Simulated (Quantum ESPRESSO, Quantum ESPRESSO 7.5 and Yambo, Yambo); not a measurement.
## MgO (Periclase): Bethe-Salpeter spectra with Yambo

Aim: follow the lowest exciton of MgO (Periclase) as the mesh is refined.

Calculated with Quantum ESPRESSO 7.5 and Yambo 5.3.0; PBE and many-body steps on it, plane waves.

The database entry behind the starting cell differs from later determinations by our own check (about 0.1 % long), so it need not match the best structure at ambient conditions.

## (1) The starting structure

The structure is cubic, space group Fm-3m (No. 225). Conventional cell: a = 4.217 Å, b = 4.217 Å, c = 4.217 Å, α = 90.00°, β = 90.00°, γ = 90.00°. Nearest to Mg lie 6 O at 2.11 Å. O has 6 Mg at 2.11 Å nearest. Farther neighbours and most contacts between anions are not listed.

The cell and positions come from the Crystallography Open Database and are kept as given unless a step says otherwise.

## (2) Empty states on the mesh, 4×4×4 mesh, 50 bands

This step: Quantum ESPRESSO 7.5; DFT, PBE, plane waves, norm-conserving pseudopotentials.

The sums over transitions need many empty states on a uniform mesh; this step solves for them.

Input file pw.in:

```
&control
  calculation = 'nscf'
  prefix = 'x'
  outdir = 'o'
  pseudo_dir = 'pseudo'
/
&system
  ibrav = 0
  nat = 2
  ntyp = 2
  ecutwfc = 76.0
  nbnd = 50
  force_symmorphic = .true.
/
&electrons
  conv_thr = 1e-9
  electron_maxstep = 80
  diago_full_acc = .true.
  diago_thr_init = 5e-6
/
ATOMIC_SPECIES
  Mg 24.305 Mg.upf
  O 15.999 O.upf
CELL_PARAMETERS angstrom
  -0.0000000000 2.1085000000 2.1085000000
  2.1085000000 -0.0000000000 2.1085000000
  2.1085000000 2.1085000000 -0.0000000000
ATOMIC_POSITIONS crystal
  Mg 0.0000000000 0.0000000000 0.0000000000
  O 0.5000000000 0.5000000000 0.5000000000
K_POINTS automatic
  4 4 4 0 0 0
```

The run is started by

```console
> OMP_NUM_THREADS=1 mpirun -n 8 pw.x -nk 4 -in pw.in > pw.out
```

The log of the run:

```text
Program PWSCF v.7.5 starts

     This program is part of the open-source Quantum ESPRESSO suite
     for quantum simulation of materials; please cite
         "P. Giannozzi et al., J. Phys.:Condens. Matter 21 395502 (2009);
         "P. Giannozzi et al., J. Phys.:Condens. Matter 29 465901 (2017);
         "P. Giannozzi et al., J. Chem. Phys. 152 154105 (2020);
     in publications or presentations arising from this work. More details at

     Atomic positions and unit cell read from directory:
     o/x.save/

     Message from routine setup:
[...]
93.5439  95.2346

          k =-0.3536-0.3536 0.3536 (  1404 PWs)   bands (ev):

[...]
68.6143  70.4235  72.0114  74.8161  75.6489  75.6489  80.5877  80.5877
    86.2756  86.8183  88.3425  88.3425  89.6624  89.6624  90.8570  99.7026
    99.7026  99.8427

          k = 0.3536 0.0000 0.0000 (  1427 PWs)   bands (ev):

     [... further k-points ...]

     highest occupied, lowest unoccupied level (ev):     8.0109   12.7439

     XML data file, pseudopotentials, collected wavefunctions

=------------------------------------------------------------------------------=
   JOB DONE.
=------------------------------------------------------------------------------=
```

It took 1.5 s on 8 MPI ranks of AMD EPYC 7R43, shared host; peak memory 0.05 GiB.

Numbers from this step:

| Property | Result |
| --- | --- |
| gap | 4.733 eV |
| k of the valence top | 0, 0, 0 |
| k of the conduction bottom | 0, 0, 0 |
| least direct gap | 4.733 eV |
| k points computed | 8 |
| lowest point of the top converged band, above the valence top | 85.7357 eV |

On this mesh the gap is 4.733 eV.

The density comes from a self-consistent run that is not shown.

## (3) Conversion and set-up

This step: Yambo 5.3.0; conversion and set-up on PBE, plane waves, norm-conserving pseudopotentials.

The states are converted to the many-body program's format and the q mesh is built.

The run is started by

```console
> (cd o/x.save; p2y > p2y.log; mv SAVE ../..); yambo > setup.log
```

The log of the run:

```text
 Yambo, version 5.3.0

 [02] CORE Variables Setup
 =========================

  [02.01] Unit cells
  ==================

  Cell kind             :  FCC
  Atoms in the cell     :  Mg  O
  number of Mg atoms    :  1
  number of O  atoms    :  1

  List of atomic masses
  Mass of Mg    :  24.30500
  Mass of O     :  15.99900

  List of atomic coordinates    : [cc]
  Mg1       :  0.000000  0.000000  0.000000  order 1
  O1       :  3.984488  3.984488  3.984488  order 2

  Alat factors          :  3.984488  3.984488  3.984488 [a.u.]
  Direct lattice volume :  126.5166 [a.u.]
[...]
==========================================

 IBZ Q-points                                      :   8
 BZ  Q-points                                      :   64

 K/Q-points units:
 rlu = crystal or reduced units; cc = cartesian coordinates; iku = interal k-units

 Q [1]          [rlu]:  0.000000  0.000000  0.000000
 Q [2]          [rlu]:  0.15368E-17  0.15368E-17  0.25000
 Q [3]          [rlu]: -0.30736E-17 -0.30736E-17 -0.50000
[...]
Q [7]          [rlu]:  0.54139E-16 -0.50000     -0.50000
 Q [8]          [rlu]:  0.250000 -0.500000 -0.250000

  [03.01] X indexes
  =================

   [03.01.01] Sigma indexes
   ========================

 [06] Game Over & Game summary
```

Wall time 2.5 s (1 MPI rank); peak memory 0.23 GiB.

## (4) Screening and self-energy, 4×4×4 mesh, 50 bands, screening to 163.3 eV

G0W0 replaces the xc potential by the self-energy, built once from these orbitals. Only a window of levels is corrected, while the sums run over the empty bands that the input names.

This step: G0W0 on PBE, plane waves, norm-conserving pseudopotentials.

Input file gw1.in:

```
HF_and_locXC
gw0
dyson
ppa
em1d
rim_cut
RandQpts= 1000000
RandGvec= 1 RL
EXXRLvcs= 76 Ry
VXCRLvcs= 304 Ry
Chimod= "HARTREE"
% BndsRnXp
 1 | 50 |
%
NGsBlkXp= 12 Ry
% LongDrXp
 1 | 1 | 1 |
%
% GbndRnge
 1 | 50 |
%
DysSolver= "n"
ExtendOut
PPAPntXp= 27.21138 eV
% QPkrange
 1 | 1 | 7 | 10 |
%
```

The run is started by

```console
> OMP_NUM_THREADS=1 mpirun -n 8 yambo -F gw1.in -J gw1 -C gw1 > gw1.log
```

The log of the run:

```text
 Yambo, version 5.3.0

 [02] CORE Variables Setup
 =========================

  [... cell, symmetries and grids as in the set-up ...]

  [02.05] Energies & Occupations
  ==============================

  [X] === General ===
  [X] Electronic Temperature                        :  0.000000  0.000000 [eV K]
  [X] Bosonic    Temperature                        :  0.000000  0.000000 [eV K]
  [X] Finite Temperature mode                       : no
  [X] El. density                                   :  0.85343E+24 [cm-3]
[...]
Sx RL components                                 :  1459

   QP @ state[ 1 ] K range                          :  1  1
   QP @ state[ 1 ] b range                          :   7  10
   GF energies kind                                 : Perdew, Burke & Ernzerhof(X)+Perdew, Burke & Ernzerhof(C)
   GF WF`s kind                                     : Perdew, Burke & Ernzerhof(X)+Perdew, Burke & Ernzerhof(C)
   Xs energies kind                                 : Perdew, Burke & Ernzerhof(X)+Perdew, Burke & Ernzerhof(C)
   Xs WF`s kind                                     : Perdew, Burke & Ernzerhof(X)+Perdew, Burke & Ernzerhof(C)

 [11] Game Over & Game summary
```

The job ended after 7.9 s (8 MPI ranks; peak memory 2.4 GiB; 53 s of CPU time).

This step gave:

* G0W0 gap on the points computed: 6.873 eV
* starting gap on the mesh: 4.733 eV
* k of the valence top: 0, 0, 0
* k of the conduction bottom: 0, 0, 0
* least direct G0W0 gap on the computed points: 6.873 eV

The gap on the mesh goes from 4.73 eV to 6.87 eV, a correction of +2.14 eV.

The gap opens by 2.140 eV; the next steps shift the empty bands rigidly by 2.140 eV.

## (5) Empty states on the mesh, 4×4×4 mesh, 16 bands

This step: Quantum ESPRESSO 7.5; DFT, PBE, plane waves, norm-conserving pseudopotentials.

Changes to pw.in since step 2:

```diff
@@ -11,3 +11,3 @@
   ecutwfc = 76.0
-  nbnd = 50
+  nbnd = 16
   force_symmorphic = .true.
```

The run is started by

```console
> OMP_NUM_THREADS=1 mpirun -n 8 pw.x -nk 4 -in pw.in > pw.out
```

The log of the run:

```text
[banner, memory and clock lines left out]
Program PWSCF v.7.5 starts

     Atomic positions and unit cell read from directory:
     o/x.save/

     Message from routine setup:
     using ibrav=0 with symmetry is DISCOURAGED, use correct ibrav instead

     bravais-lattice index     =            0
     lattice parameter (alat)  =       5.6349  a.u.
     unit-cell volume          =     126.5166 (a.u.)^3
     number of atoms/cell      =            2
     number of atomic types    =            2
     number of electrons       =        16.00
[...]
k = 0.1768 0.1768-0.1768 (  1405 PWs)   bands (ev):

   -64.3593 -31.1550 -31.1176 -31.1176  -8.5598   5.3798   7.6807   7.6807
    15.0976  20.6247  24.7407  24.7407  28.2672  28.2672  30.0156  35.9115

          k =-0.3536-0.3536 0.3536 (  1404 PWs)   bands (ev):

   -64.3550 -31.1970 -31.1216 -31.1216  -7.8517   3.4381   7.3771   7.3771
    15.9243  20.5844  24.3335  24.3335  28.9814  30.6692  30.6692  36.5335

          k = 0.3536 0.0000 0.0000 (  1427 PWs)   bands (ev):

     [... further k-points ...]

     highest occupied, lowest unoccupied level (ev):     8.0109   12.7439

     XML data file, pseudopotentials, collected wavefunctions
```

It took 1.2 s on 8 MPI ranks; peak memory 0.05 GiB; 7.3 s of CPU time.

Numbers from this step:

| Item | Value |
| --- | --- |
| gap | 4.733 eV |
| k of the valence top | 0, 0, 0 |
| k of the conduction bottom | 0, 0, 0 |
| least direct gap | 4.733 eV |
| k points computed | 8 |
| lowest point of the top converged band, above the valence top | 24.25 eV |

On this mesh the gap is 4.733 eV.

## (6) Conversion and set-up

This step: Yambo 5.3.0; conversion and set-up on PBE, plane waves, norm-conserving pseudopotentials.

The run is started by

```console
> (cd o/x.save; p2y > p2y.log; mv SAVE ../..); yambo > setup.log
```

The log of the run:

```text
 Yambo, version 5.3.0

 [02] CORE Variables Setup
 =========================

  [02.01] Unit cells
  ==================

  Cell kind             :  FCC
  Atoms in the cell     :  Mg  O
  number of Mg atoms    :  1
  number of O  atoms    :  1

  List of atomic masses
  Mass of Mg    :  24.30500
  Mass of O     :  15.99900

  List of atomic coordinates    : [cc]
  Mg1       :  0.000000  0.000000  0.000000  order 1
  O1       :  3.984488  3.984488  3.984488  order 2

  Alat factors          :  3.984488  3.984488  3.984488 [a.u.]
  Direct lattice volume :  126.5166 [a.u.]
[...]
==========================================

 IBZ Q-points                                      :   8
 BZ  Q-points                                      :   64

 K/Q-points units:
 rlu = crystal or reduced units; cc = cartesian coordinates; iku = interal k-units

 Q [1]          [rlu]:  0.000000  0.000000  0.000000
 Q [2]          [rlu]:  0.15368E-17  0.15368E-17  0.25000
 Q [3]          [rlu]: -0.30736E-17 -0.30736E-17 -0.50000
[...]
Q [7]          [rlu]:  0.54139E-16 -0.50000     -0.50000
 Q [8]          [rlu]:  0.250000 -0.500000 -0.250000

  [03.01] X indexes
  =================

   [03.01.01] Sigma indexes
   ========================

 [06] Game Over & Game summary
```

The job ended after 2.5 s (1 MPI rank; peak memory 0.23 GiB).

(Part 1 of 4 ends here.)

[Paths, hosts, dates, memory and timing lines, banners, echoed tables and standing remarks are left out of the program output.]

[Logs are printed without paths, hosts, clocks, repeated set-up lines and the standing remarks that a program may print on its own settings, such as how far it seeks lower states.]

[Runs of the session that timed out or met a known fault of the program may be left out.]

[Hosts, paths, dates, database ids (printed as entryN), source tags and the programs' standing remarks are cut or masked in the printed files.]
